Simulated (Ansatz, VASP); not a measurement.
## ZnS: VASP beside Ansatz

INCAR

```
SYSTEM = ZnS
ALGO = Normal
EDIFF = 1E-7
EDIFFG = -0.005
ENCUT = 600
GGA = PE
IBRION = 2
ISIF = 3
ISMEAR = -1
LASPH = .True.
LCHARG = .False.
LREAL = .False.
LWAVE = .False.
NELM = 80
NSW = 60
PREC = Accurate
SIGMA = 0.05
```

Contents of KPOINTS:

```
k-points
0
Gamma
  9 9 9
  0 0 0
```

Contents of POSCAR:

```
ZnS
1.0
    0.0000000000      2.7020000000      2.7020000000
    2.7020000000      0.0000000000      2.7020000000
    2.7020000000      2.7020000000      0.0000000000
Zn S
1 1
Direct
    0.7500000000      0.7500000000      0.7500000000
    0.0000000000      0.0000000000      0.0000000000
```

Contents of input.yaml:

```yaml
crystal:
  lattice:
    - [0.0, 2.702, 2.702]
    - [2.702, 0.0, 2.702]
    - [2.702, 2.702, 0.0]
  atoms:
    - { symbol: Zn, position: [0.75, 0.75, 0.75] }
    - { symbol: S, position: [0.0, 0.0, 0.0] }
hamiltonian:
  xc: pbe
  pseudopotentials: { kind: paw }
kpoints:
  mp_grid: { grid: [9, 9, 9] }
scf:
  occupations: { method: fermi_dirac, width: 0.05 }
output:
  forces: true
  stress: true
relax:
  f_tol: 0.01
  max_steps: 40
  cell: { stress_tol: 0.05 }
```

Alike in both runs: task relaxation of cell and atoms; functional PBE; k mesh 9 × 9 × 9; occupations fermi-dirac, width 0.05 eV; no spin polarisation.

|  | VASP | Ansatz |
| --- | --- | --- |
| version | VASP 6.6.1 | Ansatz 0.2.0 |
| potentials or method | VASP PAW PBE potentials, release 54 (Zn, S) | Ansatz PAW |
| plane-wave cutoff (eV) | 600 | 420 |
| valence electrons in the cell | 18 | 18 |

|  | VASP | Ansatz | Ansatz less VASP |
| --- | --- | --- | --- |
| relaxed volume (Å³/atom) | 20.20 | 20.16 | -0.047 |
| relaxed cell length with the largest relative difference (Å) | 3.852 | 3.849 | -0.0030 |
| energy change over the relaxation (meV/atom) | -3 | -2 | +0.4 |

Caveats: the plane-wave basis is chosen anew once the cell has moved, so the energies of steps on either side of that aren't comparable (Ansatz). PBE usually gives volumes a little too large and moduli too small. Zero-point motion and thermal expansion aren't in these numbers.
